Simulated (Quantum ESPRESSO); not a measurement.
# FeO (Wuestite): parallel and opposed starts, part 2 of 2

Does FeO (Wuestite) prefer parallel or opposed moments, or none?

Quantum ESPRESSO 7.5; LDA; plane waves with GBRV 1.5 LDA potentials, no spin-orbit coupling.

So far, absolute magnetization (μB): step 2 (run 1 (ferro +)) 4.01.

## (5) Run 4 (antiferro q=(1/2,1/2,1/2) +−)

This order needs a doubled cell of 4 atoms.

The input, pw.in:

```
&CONTROL
  calculation = 'scf'
  prefix = 'pwscf'
  outdir = './tmp'
  pseudo_dir = './pseudo'
  disk_io = 'nowf'
/
&SYSTEM
  ibrav = 0
  celldm(1) = 8
  nat = 4
  ntyp = 3
  ecutwfc = 40
  ecutrho = 280
  nbnd = 28
  occupations = 'smearing'
  smearing = 'fd'
  degauss = 0.00367493
  nspin = 2
  starting_magnetization(1) = 0.25
  starting_magnetization(2) = -0.25
  starting_magnetization(3) = 0
/
&ELECTRONS
  conv_thr = 8d-09
  electron_maxstep = 150
  mixing_beta = 0.3
/
ATOMIC_SPECIES
Fe1    55.8450 fe_lda_v1.5.uspp.F.UPF
Fe2    55.8450 fe_lda_v1.5.uspp.F.UPF
O      15.9990 o_lda_v1.2.uspp.F.UPF
CELL_PARAMETERS alat
   0.7175388844260    0.4142712680803    1.1903277544306
   0.0000000000000    0.4142712680803    1.1903277544306
   0.3587694422130   -0.2071356340165    1.1903277544306
ATOMIC_POSITIONS crystal
Fe1     0.0000000000    0.0000000000    0.0000000000
Fe2     0.5000000000    0.0000000000    0.0000000000
O       0.7500000000    0.5000000000    0.5000000000
O       0.2500000000    0.5000000000    0.5000000000
K_POINTS automatic
4 8 8 0 0 0
```

The run is started by

```
$ OMP_NUM_THREADS=1 mpirun -n 2 pw.x -nk 2 -in pw.in > pw.out
```

The program printed:

```text
     [... lines left out ...]
Program PWSCF v.7.5 starts
     [... lines left out ...]
     number of atoms/cell      =            4
     [... lines left out ...]
     number of electrons       =        44.00
     number of Kohn-Sham states=           28
     kinetic-energy cutoff     =      40.0000  Ry
     charge density cutoff     =     280.0000  Ry
     scf convergence threshold =      8.0E-09
     [... lines left out ...]
     12 Sym. Ops., with inversion, found
     [... lines left out ...]
     number of k points=    35  Fermi-Dirac smearing, width (Ry)=  0.0037
     [... lines left out ...]
     iteration # 13     ecut=    40.00 Ry     beta= 0.30
     [... lines left out ...]
     Magnetic moment per site  (integrated on atomic sphere of radius R)
     atom   1 (R=0.210)  charge= 13.5696  magn=  3.2608
     atom   2 (R=0.210)  charge= 13.5696  magn= -3.2607
     atom   3 (R=0.210)  charge=  5.7886  magn=  0.0000
     atom   4 (R=0.210)  charge=  5.7886  magn=  0.0000
     [... lines left out ...]
     the Fermi energy is    13.9299 ev
!    total energy              =    -565.12353460 Ry
     estimated scf accuracy    <          3.1E-09 Ry
     smearing contrib. (-TS)   =      -0.00300424 Ry
     [... lines left out ...]
     total magnetization       =     0.00 Bohr mag/cell
     absolute magnetization    =     7.04 Bohr mag/cell
     convergence has been achieved in  13 iterations
```

Elapsed: 77 s, on 2 MPI ranks of Arm Neoverse V1, shared host; peak memory 0.24 GiB.

Read from the output:

| Quantity | Value |
| --- | --- |
| smearing term TS | 0.04087 eV |
| magnetization | 0 μB |
| absolute magnetization | 7.035 μB |
| final state | antiferromagnetic |
| largest moment | 3.261 μB |

## (6) Run 5, typed as no spin polarisation

The input, pw.in:

```
&CONTROL
  calculation = 'scf'
  prefix = 'pwscf'
  outdir = './tmp'
  pseudo_dir = './pseudo'
  disk_io = 'nowf'
/
&SYSTEM
  ibrav = 0
  celldm(1) = 8
  nat = 2
  ntyp = 2
  ecutwfc = 40
  ecutrho = 280
  nbnd = 15
  occupations = 'smearing'
  smearing = 'fd'
  degauss = 0.00367493
/
&ELECTRONS
  conv_thr = 4d-09
  electron_maxstep = 150
  mixing_beta = 0.3
/
ATOMIC_SPECIES
Fe     55.8450 fe_lda_v1.5.uspp.F.UPF
O      15.9990 o_lda_v1.2.uspp.F.UPF
CELL_PARAMETERS alat
   0.3587694422130    0.2071356340402    0.5951638772153
  -0.3587694422130    0.2071356340402    0.5951638772153
   0.0000000000000   -0.4142712680567    0.5951638772153
ATOMIC_POSITIONS crystal
Fe      0.0000000000    0.0000000000    0.0000000000
O       0.5000000000    0.5000000000    0.5000000000
K_POINTS automatic
8 8 8 0 0 0
```

The program printed:

```text
     [... lines left out ...]
Program PWSCF v.7.5 starts
     [... lines left out ...]
     number of atoms/cell      =            2
     [... lines left out ...]
     number of electrons       =        22.00
     number of Kohn-Sham states=           15
     kinetic-energy cutoff     =      40.0000  Ry
     charge density cutoff     =     280.0000  Ry
     scf convergence threshold =      4.0E-09
     [... lines left out ...]
     12 Sym. Ops., with inversion, found
     [... lines left out ...]
     number of k points=    65  Fermi-Dirac smearing, width (Ry)=  0.0037
     [... lines left out ...]
     iteration # 15     ecut=    40.00 Ry     beta= 0.30
     [... lines left out ...]
     the Fermi energy is    13.2179 ev
!    total energy              =    -282.46515335 Ry
     estimated scf accuracy    <          4.3E-10 Ry
     smearing contrib. (-TS)   =      -0.00486384 Ry
     [... lines left out ...]
     convergence has been achieved in  15 iterations
```

Elapsed: 8 s, on 2 MPI ranks; peak memory 0.14 GiB.

Numbers from this step:

```
smearing term TS : 0.06618 eV
final state      : non-magnetic (no spin polarisation)
```

## (7) Energies of the orders

An order is kept where moments of 0.15 μB or more survive with the typed signs; meshes match where a doubled cell samples the same k points as the first cell.

Orders:

```
                       start        final state  typed order kept  energy over the lowest (meV a seeded atom)  largest site moment (μB)  net moment (μB a cell of the first run)  mesh matched  CPU time (s)
                     ferro +      ferromagnetic               yes                                           0                     3.434                                    4.002           yes         22.57
  antiferro q=(0,1/2,1/2) +-  antiferromagnetic               yes                                       241.5                     3.335                                        0           yes         210.1
    antiferro q=(0,0,1/2) +-  antiferromagnetic               yes                                       31.97                     3.258                                        0           yes         120.4
antiferro q=(1/2,1/2,1/2) +-  antiferromagnetic               yes                                       13.69                     3.261                                        0           yes         153.6
        no spin polarisation       non-magnetic                 -                                        1328                         0                                        0           yes         15.79
```

## (8) The lowest state again, with its states saved

Changes to pw.in since step 6:

```diff
@@ -5,3 +5,3 @@
   pseudo_dir = './pseudo'
-  disk_io = 'nowf'
+  disk_io = 'low'
 /
@@ -14,3 +14,3 @@
   ecutrho = 280
-  nbnd = 15
+  nbnd = 21
   occupations = 'smearing'
@@ -18,2 +18,5 @@
   degauss = 0.00367493
+  nspin = 2
+  starting_magnetization(1) = 0.25
+  starting_magnetization(2) = 0
 /
```

The program printed:

```text
     [... lines left out ...]
Program PWSCF v.7.5 starts
     [... lines left out ...]
     number of atoms/cell      =            2
     [... lines left out ...]
     number of electrons       =        22.00
     number of Kohn-Sham states=           21
     kinetic-energy cutoff     =      40.0000  Ry
     charge density cutoff     =     280.0000  Ry
     scf convergence threshold =      4.0E-09
     [... lines left out ...]
     12 Sym. Ops., with inversion, found
     [... lines left out ...]
     number of k points=    65  Fermi-Dirac smearing, width (Ry)=  0.0037
     [... lines left out ...]
     iteration # 10     ecut=    40.00 Ry     beta= 0.30
     [... lines left out ...]
     Magnetic moment per site  (integrated on atomic sphere of radius R)
     atom   1 (R=0.210)  charge= 13.5496  magn=  3.4341
     atom   2 (R=0.210)  charge=  5.8018  magn=  0.3382
     [... lines left out ...]
     the Fermi energy is    13.9330 ev
!    total energy              =    -282.56277318 Ry
     estimated scf accuracy    <          3.4E-10 Ry
     smearing contrib. (-TS)   =      -0.00099412 Ry
     [... lines left out ...]
     total magnetization       =     4.00 Bohr mag/cell
     absolute magnetization    =     4.01 Bohr mag/cell
     convergence has been achieved in  10 iterations
```

Run time: 14 s. Hardware: 2 MPI ranks; peak memory 0.16 GiB; 28 s of CPU time.

Numbers from this step:

* smearing term TS: 0.01353 eV
* magnetization: 4.002 μB
* absolute magnetization: 4.008 μB
* final state: ferromagnetic
* largest moment: 3.434 μB

## (9) Löwdin moments

projwfc.x projects the saved states on orthogonalised atomic orbitals of the pseudopotential files.

The program printed:

```text
[banner, memory and clock lines left out]
Program PROJWFC v.7.5 starts

     [... lines left out ...]
     IMPORTANT: XC functional enforced from input :
     Exchange-correlation= PZ
                           (   1   1   0   0   0   0   0)
     Any further DFT definition will be discarded
     Please, verify this is what you really want

     G-vector sticks info

     Check: negative core charge=   -0.000047

     Gaussian broadening (read from input): ngauss,degauss=   0    0.010000

     Calling projwave ....

  Problem Sizes
  natomwfc =           17
  nbnd     =           21
  nkstot   =          130
  npwx     =          592
  nkb      =           31

     Atomic states used for projection
     (read from pseudopotential files):

     state #   1: atom   1 (Fe ), wfc  1 (l=0 m= 1)
     state #   2: atom   1 (Fe ), wfc  2 (l=1 m= 1)
     state #   3: atom   1 (Fe ), wfc  2 (l=1 m= 2)
     state #   4: atom   1 (Fe ), wfc  2 (l=1 m= 3)
     state #   5: atom   1 (Fe ), wfc  3 (l=2 m= 1)
     state #   6: atom   1 (Fe ), wfc  3 (l=2 m= 2)
     state #   7: atom   1 (Fe ), wfc  3 (l=2 m= 3)
     state #   8: atom   1 (Fe ), wfc  3 (l=2 m= 4)
     state #   9: atom   1 (Fe ), wfc  3 (l=2 m= 5)
     state #  10: atom   1 (Fe ), wfc  4 (l=0 m= 1)
     state #  11: atom   1 (Fe ), wfc  5 (l=1 m= 1)
     state #  12: atom   1 (Fe ), wfc  5 (l=1 m= 2)
     state #  13: atom   1 (Fe ), wfc  5 (l=1 m= 3)
     state #  14: atom   2 (O  ), wfc  1 (l=0 m= 1)
     state #  15: atom   2 (O  ), wfc  2 (l=1 m= 1)
     state #  16: atom   2 (O  ), wfc  2 (l=1 m= 2)
     state #  17: atom   2 (O  ), wfc  2 (l=1 m= 3)

 [... projections of the bands left out ...]

Lowdin Charges:

     Atom #   1: total charge =  15.5373, s =  2.3603, p =  6.9591, d =  6.2179,
                 spin up      =   9.6042, s =  1.1928,
                 spin up      =   9.6042, p =  3.4835, pz=  1.1618, px=  1.1609, py=  1.1609,
                 spin up      =   9.6042, d =  4.9279, dz2=  0.9832, dxz=  0.9875, dyz=  0.9875, dx2-y2=  0.9849, dxy=  0.9849,
                 spin down    =   5.9331, s =  1.1675,
                 spin down    =   5.9331, p =  3.4756, pz=  1.1590, px=  1.1583, py=  1.1583,
                 spin down    =   5.9331, d =  1.2901, dz2=  0.3296, dxz=  0.2066, dyz=  0.2066, dx2-y2=  0.2737, dxy=  0.2737,
                 polarization =   3.6710, s =  0.0253, p =  0.0079, d =  3.6378,
     Atom #   2: total charge =   6.3681, s =  1.6366, p =  4.7315, d =  0.0000,
                 spin up      =   3.3593, s =  0.8381,
                 spin up      =   3.3593, p =  2.5212, pz=  0.8378, px=  0.8417, py=  0.8417,
                 spin up      =   3.3593, d =  0.0000, dz2=  0.0000, dxz=  0.0000, dyz=  0.0000, dx2-y2=  0.0000, dxy=  0.0000,
                 spin down    =   3.0088, s =  0.7986,
                 spin down    =   3.0088, p =  2.2102, pz=  0.7347, px=  0.7378, py=  0.7378,
                 spin down    =   3.0088, d =  0.0000, dz2=  0.0000, dxz=  0.0000, dyz=  0.0000, dx2-y2=  0.0000, dxy=  0.0000,
                 polarization =   0.3505, s =  0.0395, p =  0.3110, d =  0.0000,
     Spilling Parameter:   0.0043
```

Wall time 1.3 s (2 MPI ranks); peak memory 0.05 GiB; 2.7 s of CPU time.

```
atom  moment in the sphere (μB)  Löwdin moment (μB)  Löwdin charge (e)
 Fe1                      3.434               3.671             15.537
  O2                      0.338               0.350              6.368
```

## (10) Summary of results

| Item | Value |
| --- | --- |
| lowest state found | ferromagnetic (from ferro +) |
| largest site moment | 3.43 μB |
| next state with moments | antiferromagnetic, 13.7 meV a seeded atom higher |
| state without moments | 1328 meV a seeded atom higher |

In words: Forming the moments gains more than four times the spread of the orders, as local moments do. The largest moment reads 3.43 μB in the sphere and 3.67 μB by Löwdin projection; a site moment hangs on how space is shared out. This is the lowest of 5 collinear or spinless starts, no proof of the ground state. No Hubbard term acts here. In such compounds local and semilocal functionals without one often delocalise the d electrons, and can shrink or lose moments and miss the size, sign and order of the couplings. The smearing term is large for its width, so states at the Fermi level are partly filled: at this level the cell is a metal or has a gap of a few widths at most.

[Logs and program files are shortened in this print: banners, set-up blocks, solver, clock and traceback lines can be left out without a mark of their own.]

[Logs are printed without paths, hosts, clocks, repeated set-up lines and the standing remarks that a program may print on its own settings, such as how far it seeks lower states.]

[Hosts, paths, dates, database ids (printed as entryN), source tags and the programs' standing remarks are cut or masked in the printed files.]

[Where a cell is said to come from a database of computed structures, the database is the Materials Project.]
